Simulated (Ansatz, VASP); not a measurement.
## One calculation of PbS (Galena), two programs

```
CELL_PARAMETERS angstrom
0.00000 2.81343 2.81343
2.81343 0.00000 2.81343
2.81343 2.81343 0.00000
ATOMIC_POSITIONS crystal
Pb 0.00000 0.00000 0.00000
S 0.50000 0.50000 0.50000
```

Change from the starting cell: hydrostatic strain -5.3%.

Alike in both runs: task single point; functional PBE; k mesh 8 × 8 × 8; occupations fermi-dirac, width 0.02 eV; no spin polarisation.

```csv
,VASP,Ansatz
version,VASP 6.6.1,Ansatz 0.2.0
potentials or method,"VASP PAW PBE potentials, release 64 (Pb_d, S)","plane waves, PAW"
plane-wave cutoff (eV),520,420
valence electrons in the cell,20,20
```

|  | VASP | Ansatz | Ansatz less VASP |
| --- | --- | --- | --- |
| pressure (GPa) | 15.5 | 15.6 | +0.10 |

Caveats: so large a pressure means that the cell lies far from this level's equilibrium, or that cutoff or potentials fall short (VASP).
